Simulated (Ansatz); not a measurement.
Runs of Ansatz 0.2.0 on W2C. Symmetry: P-3m1, No. 164, trigonal system. Conventional cell: a = 3.070 Å, b = 3.070 Å, c = 4.678 Å, α = 90.00°, β = 90.00°, γ = 120.00°. Around W (site symmetry 3m) lie 3 C at 2.13 Å. Around C (site symmetry -3m) lie 6 W at 2.13 Å. The cell comes from a database or a generator and needn't be the stable form of this composition.

```csv
share of exact exchange,gap on the mesh (eV),pressure (GPa),largest force (eV/Å)
0.25,none,-10.2,0.74
0.3,none,-11.9,0.82
0.5,none,-18.5,1.13
0.4,none,(b),(a)
```

Alike in all rows: task single point; level HSE06 form with a typed share of exact exchange; potentials or basis Ansatz PAW; no spin polarisation; cell as given; k mesh 5 × 5 × 3; cutoff (eV) 420; smearing fermi-dirac 0.05 eV; the mesh is coarse, so values aren't converged.

Problem. Fill in the values left out.

Solution. (a) 0.97; (b) -15.2.

Caveats: all runs use coarse meshes; the PAW data sets come from PBE, with cores solved anew for the run's functional, which leaves a small shift of forces and pressure; the thresholds are loose for stress; forces of over 1 eV/Å show positions far from the minimum, so gaps and moduli don't describe the material at rest (some runs).

A k mesh can miss the band edges, and the runs leave out spin-orbit coupling on W.

A gap of «none» marks a metal or a gap under the smearing width.
